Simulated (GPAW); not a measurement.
# TiO2 (P4_2/mnm) in GPAW: notebook

One crystal, TiO2, is run at these levels: PBEsol, PBE; tasks: band structure, equation of state.

Program: GPAW 26.7.0. These are calculated values, not measurements. Logs are shortened: lines on timing, memory, paths and dates and some standing lists are left out, and cuts for length are marked. The log counts tension as positive stress, the text compression.

**The experiment to reproduce.**

From “Shallow Valence Band of Rutile GeO2 and P-type Doping”, 2020, arxiv:2011.08928, for a bulk crystal of TiO2 at 1.6 K: band gap 3.03 eV (direct).

How close the calculation comes is told below.

**1. Starting point**

The structure is tetragonal, space group P4_2/mnm (No. 136). Conventional cell: a = 4.600 Å, b = 4.600 Å, c = 2.959 Å, α = 90.00°, β = 90.00°, γ = 90.00°. Around Ti (site symmetry mmm) lie 6 O at 1.95 to 1.98 Å. Around O (site symmetry m2m) lie 3 Ti at 1.95 to 1.98 Å.

The cell is a database's computed one.

**2. Band structure, PBEsol**

File run.py:

```python
from ase.dft.bandgap import bandgap
from ase.io import read, write
from ase.units import GPa
from gpaw import GPAW, PW, setup_paths

setup_paths.insert(0, '.')

atoms = read('TiO2.cif')

calc = GPAW(mode=PW(800),
            xc='PBEsol',
            kpts={'size': (4, 4, 6), 'gamma': True},
            occupations={'name': 'fermi-dirac', 'width': 0.05},
            nbands=43,
            convergence={'density': 1e-05, 'energy': 1e-05},
            maxiter=150,
            txt='gpaw.txt')
atoms.calc = calc
energy = atoms.get_potential_energy()
forces = atoms.get_forces()
stress = atoms.get_stress()
calc.write('gs.gpw')
write('result.traj', atoms)
print(f'Energy: {energy:.6f} eV')
print('Forces (eV/A):')
print(forces.round(4))
print('Stress (GPa):', (stress / GPa).round(3))
print('Fermi level:', round(calc.get_fermi_level(), 4), 'eV')
print(f'Gap: {bandgap(calc)[0]:.4f} eV, direct: {bandgap(calc, direct=True)[0]:.4f} eV')

path = atoms.cell.bandpath('GXMGZRAZ,XR,MA', npoints=60, eps=1e-4)
bs_calc = calc.fixed_density(kpts=path, symmetry='off', nbands=61,
                             convergence={'bands': 'CBM+6.0', 'eigenstates': 1e-6}, txt='bands.txt')
bs = bs_calc.band_structure()
bs.write('bs.json')
print(f'Gap on the path: {bandgap(bs_calc)[0]:.4f} eV')
```

File TiO2.cif:

```cif
data_TiO2
_cell_length_a 4.59983732
_cell_length_b 4.59983732
_cell_length_c 2.95921356
_cell_angle_alpha 90.00000000
_cell_angle_beta 90.00000000
_cell_angle_gamma 90.00000000
_space_group_name_H-M_alt 'P1'
_space_group_name_Hall 'P 1'
_space_group_IT_number 1
loop_
_space_group_symop_operation_xyz
'x,y,z'
loop_
_atom_site_label
_atom_site_type_symbol
_atom_site_symmetry_multiplicity
_atom_site_Wyckoff_symbol
_atom_site_fract_x
_atom_site_fract_y
_atom_site_fract_z
_atom_site_occupancy
Ti1 Ti 1 a 0.0000000000 0.0000000000 0.5000000000 1
Ti2 Ti 1 a 0.5000000000 0.5000000000 0.0000000000 1
O1 O 1 a 0.3043213200 0.3043213200 0.5000000000 1
O2 O 1 a 0.1956786800 0.8043213200 0.0000000000 1
O3 O 1 a 0.8043213200 0.1956786800 0.0000000000 1
O4 O 1 a 0.6956786800 0.6956786800 0.5000000000 1
```

Potentials or basis: PAW data sets generated in the run's folder for this functional, pw.

On the command line:

```console
$ gpaw-setup -f PBEsol O Ti
$ OMP_NUM_THREADS=1 python run.py
```

gpaw.txt:

```text
__  _  _
 | _ |_)|_||  |
 |__||  | ||/\| - 26.7.0

Input parameters:
  mode=PW(ecut=800.0),
  convergence={'density': 1e-05, 'energy': 1e-05},
  kpts=MonkhorstPack(size=(4, 4, 6), gamma=True),
  maxiter=150,
  nbands=43,
  occupations=Occupations(name='fermi-dirac', width=0.05),
  xc=XC(name='PBEsol')

Diagonalizing LCAO Hamiltonian
Converting LCAO to pw mode
    .----------.
   /|          |
  / |          |
 *  |      O   |
 |  .O---------.
 Ti/  O Ti    /
 |/       O  /
 *----------*

Atoms  # Å, Bohr magnetons
|   | symbol |        x |        y |        z |    initial magnetic moments |
|---|--------|----------|----------|----------|-----------------------------|
| 0 |     Ti | 0.000000 | 0.000000 | 1.479607 | ( 0.0000,  0.0000,  0.0000) |
| 1 |     Ti | 2.299919 | 2.299919 | 0.000000 | ( 0.0000,  0.0000,  0.0000) |
| 2 |      O | 1.399829 | 1.399829 | 1.479607 | ( 0.0000,  0.0000,  0.0000) |
| 3 |      O | 0.900090 | 3.699747 | 0.000000 | ( 0.0000,  0.0000,  0.0000) |
| 4 |      O | 3.699747 | 0.900090 | 0.000000 | ( 0.0000,  0.0000,  0.0000) |
| 5 |      O | 3.200009 | 3.200009 | 1.479607 | ( 0.0000,  0.0000,  0.0000) |

Unit cell  # Å
| periodic |        x |        y |        z |  lengths |    angles |
|----------|----------|----------|----------|----------|-----------|
|      yes | 4.599837 | 0.000000 | 0.000000 | 4.599837 | 90.000000 |
|      yes | 0.000000 | 4.599837 | 0.000000 | 4.599837 | 90.000000 |
|      yes | 0.000000 | 0.000000 | 2.959214 | 2.959214 | 90.000000 |

Number of symmetries: 8
Symmetry operations  # r_c * U_cc + t_c -> r_c
|   | kind |            matrix            |
|---|------|------------------------------|
| 0 |  E   |  1, 0, 0,  0, 1, 0,  0, 0, 1 |
| 1 |  σ   |  1, 0, 0,  0, 1, 0,  0, 0,-1 |
| 2 |  σ   |  0, 1, 0,  1, 0, 0,  0, 0, 1 |
| 3 |  C2  |  0, 1, 0,  1, 0, 0,  0, 0,-1 |
| 4 |  σ   |  0,-1, 0, -1, 0, 0,  0, 0, 1 |
| 5 |  C2  |  0,-1, 0, -1, 0, 0,  0, 0,-1 |
| 6 |  C2  | -1, 0, 0,  0,-1, 0,  0, 0, 1 |
| 7 |  i   | -1, 0, 0,  0,-1, 0,  0, 0,-1 |

BZ-sampling:
  Number of BZ points: 96
  Number of IBZ points: 28

  Monkhorst-Pack size: [4, 4, 6]
  Monkhorst-Pack shift: [0.125, 0.125, 0.08333333333333333]

K-points  # in reciprocal-cell coordinates
|     |                                coordinates |     weight |
|-----|--------------------------------------------|------------|
|   0 | (  0.00000000,   0.00000000,   0.00000000) | 0.01041667 |
|   1 | (  0.00000000,   0.00000000,   0.16666667) | 0.02083333 |
|   2 | (  0.00000000,   0.00000000,   0.33333333) | 0.02083333 |
|   3 | (  0.00000000,   0.00000000,   0.50000000) | 0.01041667 |
|   4 | (  0.25000000,  -0.25000000,   0.00000000) | 0.02083333 |
|   5 | (  0.25000000,  -0.25000000,   0.16666667) | 0.04166667 |
|   6 | (  0.25000000,  -0.25000000,   0.33333333) | 0.04166667 |
|   7 | (  0.25000000,  -0.25000000,   0.50000000) | 0.02083333 |
|   8 | (  0.25000000,   0.00000000,   0.00000000) | 0.04166667 |
|   9 | (  0.25000000,   0.00000000,   0.16666667) | 0.08333333 |
| ... |                                            |            |
|  27 | (  0.50000000,   0.50000000,   0.50000000) | 0.01041667 |

Plane wave coefficients: 3249
Cutoff: 800.0 eV

Spin-components: 1 (collinear spins)
Bands:           43
Projectors:      32
Spin-degeneracy: 2
Datatype:        complex128

Parallelization:
  kpt:    1
  domain: 1
  band:   1

Density:
  Valence electrons: 48.0
  Components: 1
  Grid points: [32 32 20]
  Charge: 0.0  # |e|

Potential:
  Grid points: [32 32 20]

species:
  Ti:
    name:    Titanium
    Z:       22.0
    valence: 12
    core:    10
    charge:  0.0  # [|e|]
    compensation charges:
      type: gauss
      rc: 0.38  # [Å]
      lmax: 2
    cutoffs:
      filter: 2.23  # [Å]
      core: 1.02  # [Å]
    projectors
    | kind |    occ | energy [eV] | rcut [Å] |
    |------|--------|-------------|----------|
    |   3s |  2.000 |     -62.441 |    1.270 |
    |   4s |  2.000 |      -4.477 |    1.270 |
    |   3p |  6.000 |     -38.776 |    1.058 |
    |   4p |  0.000 |      -1.449 |    1.058 |
    |   3d |  2.000 |      -4.275 |    1.058 |
    |    d |        |      22.937 |    1.058 |

    Using partial waves for Ti as LCAO basis

  O:
    name:    Oxygen
    Z:       8.0
    valence: 6
    core:    2
    charge:  0.0  # [|e|]
    compensation charges:
      type: gauss
      rc: 0.21  # [Å]
      lmax: 2
    cutoffs:
      filter: 1.17  # [Å]
      core: 0.83  # [Å]
    projectors
    | kind |    occ | energy [eV] | rcut [Å] |
    |------|--------|-------------|----------|
    |   2s |  2.000 |     -23.808 |    0.688 |
    |   2p |  4.000 |      -8.972 |    0.598 |
    |    s |        |       3.404 |    0.688 |
    |    p |        |      18.239 |    0.598 |
    |    d |        |       0.000 |    0.619 |

    Using partial waves for O as LCAO basis

Reference energy: -54531.363041  # eV

eigensolver:
  PPCG
  Converge bands: occupied
  niter=2

density mixing:
  MSR1-Mixer
  Pratt-step length: 0.05
  Maximum mixing coefficient: 0.75
  Old densities: 10
  SVD Regularization: 0.005
  Good broyden scale: 1.0
  Trust region scale: 1.0
  Backstep threshold: 4.0
  History deletion threshold: 6.0
  Fourier metric: weight=20.0, sigma=0.015

occupation numbers:
  Fermi-Dirac:
    width: 0.0500  # eV

poisson solver:
  ecut: 6400.0  # eV

xc functional:
  name: PBEsol with 2 nearest neighbor stencil

convergence criteria:
- Maximum integral of absolute [dens]ity change: 1e-05 electrons / valence electron
- Maximum [total energy] change in last 3 cyles: 1e-05 eV / valence electron
- Maximum integral of absolute [eigenst]ate change: 4e-08 eV^2 / valence electron
maximum number of iterations: 150

SCF iterations
|iter     | |      energy | eigst |  dens |
|---------|-|-------------|-------|-------|
|iter:   1| |  -63.394789 | +0.02 |       |
|iter:   2| |  -60.525486 | -1.82 | -0.80 |
|iter:   3| |  -55.191151 | -0.65 | -0.86 |
|iter:   4| |  -54.687974 | -1.82 | -1.31 |
|iter:   5| |  -54.649444 | -2.57 | -1.59 |
|iter:   6| |  -54.632997 | -3.43 | -1.99 |
|iter:   7| |  -54.632842 | -4.65 | -2.92 |
|iter:   8| |  -54.632878c| -5.68 | -3.44 |
|iter:   9| |  -54.632843c| -6.22 | -3.52 |
|iter:  10| |  -54.632844c| -7.29 | -4.12 |
|iter:  11| |  -54.632844c| -7.47c| -4.72 |
|iter:  12| |  -54.632844c| -7.83c| -4.97 |
|iter:  13| |  -54.632844c| -8.55c| -5.28c|

Converged in 13 steps
Energy contributions relative to reference atoms: (reference = -54531.363041)

Energy contributions:
  Kinetic:          53.874278
  Coulomb:         -64.740988
  Zero:              1.292611
  External:          0.000000
  Xc:              -45.058745
  Entropy:          -0.000000
  Spinorbit:         0.000000
  ----------------------------
  Free energy:     -54.632844
  Extrapolated:    -54.632844

dipole moment: (-14.882463, -14.882463, -26.167503)  # |e|*Ang

Fermi level: 6.375
Eigenvalues  # (at kpt = [0.000, 0.000, 0.000])
| band index |      eig [eV] | occ [0-2] |
|------------|---------------|-----------|
|          0 |       -51.121 |     2.000 |
|        ... |               |           |
|         16 |         1.680 |     2.000 |
|         17 |         2.906 |     2.000 |
|         18 |         2.906 |     2.000 |
|         19 |         3.496 |     2.000 |
|         20 |         4.790 |     2.000 |
|         21 |         5.039 |     2.000 |
[... 8 lines left out ...]
|         30 |        10.085 |     0.000 |
|         31 |        12.127 |     0.000 |
|        ... |               |           |
|         42 |        24.696 |     0.000 |

Gap: 1.835 eV
Transition (v -> c):
  (s=0, k=0, n=23, [0.00, 0.00, 0.00]) -> (s=0, k=0, n=24, [0.00, 0.00, 0.00])
No difference between direct/indirect transitions

Forces  # eV/Ang
|        x |        y |       z |
|----------|----------|---------|
|  0.00000 |  0.00000 | 0.00000 |  # Ti   0
|  0.00000 |  0.00000 | 0.00000 |  # Ti   1
|  0.02131 |  0.02131 | 0.00000 |  # O    2
| -0.02138 |  0.02138 | 0.00000 |  # O    3
|  0.02138 | -0.02138 | 0.00000 |  # O    4
| -0.02131 | -0.02131 | 0.00000 |  # O    5

Stress tensor  # eV/Ang^3
|        x |        y |        z |
|----------|----------|----------|
| 0.006015 | 0.000000 | 0.000000 |
| 0.000000 | 0.006015 | 0.000000 |
| 0.000000 | 0.000000 | 0.014522 |

# Writing to gs.gpw (mode='')
```

Wall time 2.6 min (1 thread of Arm Neoverse V1, shared host); peak memory 0.54 GiB.

What came out:

* Free energy: -54.6328 eV
* Pressure: -1.4 GPa
* Largest force: 0.030 eV/Å
* Band gap on the k mesh: 1.84 eV, direct
* Band gap along the path: 1.84 eV, direct

Forces in eV/Å, atoms in the order of the input:
```
Ti   0.000  0.000  0.000
Ti   0.000  0.000  0.000
O    0.021  0.021  0.000
O   -0.021  0.021  0.000
O    0.021 -0.021  0.000
O   -0.021 -0.021  0.000
```

Stress tensor (GPa, compression positive):
```
-0.96  0.00  0.00
 0.00 -0.96  0.00
 0.00  0.00 -2.33
```

Levels at the corners of the path, in eV from the valence-band top:
```
point  band 21  band 22  band 23  band 24  band 25  band 26  band 27  band 28
    Γ    -0.71    -0.46    -0.46     0.00     1.84     2.11     2.38     2.48
    X    -1.66    -1.66    -0.76    -0.76     2.50     2.50     3.01     3.01
    M    -1.32    -1.32    -1.09    -1.09     1.87     1.87     2.50     2.50
    Γ    -0.71    -0.46    -0.46     0.00     1.84     2.11     2.38     2.48
    Z    -2.42    -2.42    -1.44    -1.44     2.97     2.97     3.17     3.17
    R    -2.06    -2.06    -1.05    -1.05     1.87     1.87     3.19     3.19
    A    -1.31    -1.31    -0.68    -0.68     2.58     2.58     3.18     3.18
    Z    -2.42    -2.42    -1.44    -1.44     2.97     2.97     3.17     3.17
    X    -1.66    -1.66    -0.76    -0.76     2.50     2.50     3.01     3.01
    R    -2.06    -2.06    -1.05    -1.05     1.87     1.87     3.19     3.19
    M    -1.32    -1.32    -1.09    -1.09     1.87     1.87     2.50     2.50
    A    -1.31    -1.31    -0.68    -0.68     2.58     2.58     3.18     3.18
```

Caveat: the k mesh is coarse.

**3. Equation of state, PBE**

File run.py:

```python
from ase.eos import EquationOfState
from ase.io import Trajectory, read
from ase.units import GPa
from gpaw import GPAW, PW, setup_paths

setup_paths.insert(0, '.')

atoms = read('TiO2.cif')

traj = Trajectory('eos.traj', 'w')
volumes, energies = [], []
for x in [0.94, 0.96, 0.98, 1.0, 1.02, 1.04, 1.06]:
    a = atoms.copy()
    a.set_cell(atoms.cell * x**(1 / 3), scale_atoms=True)
    calc = GPAW(mode=PW(1100),
                xc='PBE',
                kpts={'size': (4, 4, 6), 'gamma': True},
                occupations={'name': 'fermi-dirac', 'width': 0.05},
                setups='sg15',
                nbands=-19,
                convergence={'density': 1e-05, 'energy': 1e-05},
                maxiter=150,
                txt=f'eos-{x:.2f}.txt')
    a.calc = calc
    energies.append(a.get_potential_energy(force_consistent=True))
    volumes.append(a.get_volume())
    p = -a.get_stress()[:3].mean() / GPa
    calc.write(f'eos-{x:.2f}.gpw')
    traj.write(a)
    print(f'{x:.2f} {volumes[-1]:10.4f} A^3 {energies[-1]:14.6f} eV {p:9.3f} GPa', flush=True)

v0, e0, B = EquationOfState(volumes, energies, eos='birchmurnaghan').fit()
print(f'V0 = {v0:.4f} A^3, E0 = {e0:.6f} eV, B0 = {B / GPa:.2f} GPa')
```

File TiO2.cif:

```cif
data_TiO2
_cell_length_a 4.59983732
_cell_length_b 4.59983732
_cell_length_c 2.95921356
_cell_angle_alpha 90.00000000
_cell_angle_beta 90.00000000
_cell_angle_gamma 90.00000000
_space_group_name_H-M_alt 'P4_2/mnm'
_space_group_name_Hall '-P 4n 2n'
_space_group_IT_number 136
loop_
_space_group_symop_operation_xyz
'x,y,z'
'-x,-y,-z'
'-y+1/2,x+1/2,z+1/2'
'y+1/2,-x+1/2,-z+1/2'
'-x,-y,z'
'x,y,-z'
'y+1/2,-x+1/2,z+1/2'
'-y+1/2,x+1/2,-z+1/2'
'x+1/2,-y+1/2,-z+1/2'
'-x+1/2,y+1/2,z+1/2'
'-y,-x,-z'
'y,x,z'
'-x+1/2,y+1/2,-z+1/2'
'x+1/2,-y+1/2,z+1/2'
'y,x,-z'
'-y,-x,z'
loop_
_atom_site_label
_atom_site_type_symbol
_atom_site_symmetry_multiplicity
_atom_site_Wyckoff_symbol
_atom_site_fract_x
_atom_site_fract_y
_atom_site_fract_z
_atom_site_occupancy
Ti1 Ti 2 b 0.0000000000 0.0000000000 0.5000000000 1
O1 O 4 g 0.3043213200 0.3043213200 0.5000000000 1
```

Potentials or basis: SG15 ONCV 1.2, pw.

On the command line:

```console
$ OMP_NUM_THREADS=1 python run.py
```

Wall time 16 min (1 thread of Arm Neoverse V1, shared host); peak memory 0.68 GiB.

The run converged. Its results:

- Equilibrium volume: 10.64 Å³/atom
- Bulk modulus at fixed shape and positions: 230 GPa
- Pressure derivative of the bulk modulus: 4.1

Energy against volume, from the lowest point:
```csv
volume (Å³/atom),energy (meV/atom)
9.809,53.86
10.018,29.21
10.227,12.56
10.435,2.97
10.644,0.00
10.853,2.84
11.062,10.98
```

Caveat: the k mesh is coarse; the cell was scaled at fixed shape and fractional positions, which overstates the stiffness of a crystal with free parameters, most of all of layers and chains.

**4. Against experiment**

Step 2. A measured gap of TiO2 is 3.03 eV (direct; 1.6 K; quoted in “Shallow Valence Band of Rutile GeO2 and P-type Doping”, 2020, arxiv:2011.08928); the calculated 1.84 eV misses it by -1.19 eV. 2 values of this kind are on record in papers (3.03 to 3.05 eV); this one was drawn at random among those near their median. The value is that of PBEsol, without temperature or zero-point motion. Semilocal functionals fall short of measured gaps as a rule. The cell is a database's relaxed one, not the measured one, which moves gaps too.
